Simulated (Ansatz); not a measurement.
Computed with Ansatz 0.2.0, DFT PBE, scalar-relativistic, plane waves, PAW. Settings: cutoff 420 eV, Γ-centred meshes spaced at most about 0.3 Å⁻¹, and about 0.25 Å⁻¹ or finer for metals (2π included), Gaussian smearing. No spin polarisation.

Temperature and zero-point effects are left out.

Two forms of Zn2Ga2O3 were relaxed alike.

A.

Space group P-3m1 (No. 164). a = 2.981 Å, b = 2.981 Å, c = 12.868 Å, α = 90.00°, β = 90.00°, γ = 120.00°
```tsv
atom	site	symmetry	x	y	z
Zn	2d	3m.	0.3333	0.6667	0.5903
Ga	2d	3m.	0.3333	0.6667	0.1104
O	2d	3m.	0.3333	0.6667	0.8282
O	1a	-3m.	0.0000	0.0000	0.0000
```

B.

Space group P-3m1 (No. 164). a = 2.974 Å, b = 2.974 Å, c = 13.952 Å, α = 90.00°, β = 90.00°, γ = 120.00°
| atom | site | symmetry | x | y | z |
| --- | --- | --- | --- | --- | --- |
| Zn | 2d | 3m. | 0.3333 | 0.6667 | 0.4169 |
| Ga | 2d | 3m. | 0.3333 | 0.6667 | 0.1019 |
| O | 2d | 3m. | 0.6667 | 0.3333 | 0.1580 |
| O | 1a | -3m. | 0.0000 | 0.0000 | 0.0000 |

Task: Which form is favoured at zero pressure, and by what margin per atom?

Result: They are level within the accuracy (6 meV/atom apart, with A the lower in these runs). A has space group P-3m1 (No. 164), 14.1 Å³/atom and no gap on its mesh; B has space group P-3m1 (No. 164), 15.3 Å³/atom and no gap. Counting O atoms around Ga and Zn (those within 1.25 times the shortest such distance or 1.15 times the sum of covalent radii; a plus sign parts nearer from farther groups; the shortest distance is added where it is long for a bond), A has Zn 1 from 3.1 Å, Ga 3+3 and B has Zn 3+3 from 4.0 Å, Ga 3+3. In A, around Zn lie 9 Zn at 2.89–2.98 Å and 1 O at 3.06 Å; Ga has 3 O at 1.89 Å and 3 O at 2.23 Å; around O on a site of symmetry 3m lie 3 Ga at 1.89 Å, 3 O at 2.80 Å, 6 O at 2.98 Å and 1 Zn at 3.06 Å; 1 more site not described. In B, around Zn lie 9 Zn at 2.89–2.97 Å; Ga has 3 O at 1.89 Å and 3 O at 2.23 Å; O on a site of symmetry 3m is surrounded by 3 Ga at 1.89 Å; 1 more site not described. Both come from invented guesses. The lowest form computed isn't among them: it has space group P3m1 (No. 156), 15.3 Å³/atom and lies 17 meV/atom below the best shown.

For metals, differences of a few meV/atom aren't resolved. No dispersion correction is applied, so the spacing and binding between layers, chains or molecules are poorly described (P-3m1 at 14.1 Å³/atom, P-3m1 at 15.3 Å³/atom), and this can change margins and order among such cells. Cells relaxed within their symmetry can be saddle points. Some types were kept out of the candidates beforehand, so the set may lack a known form.
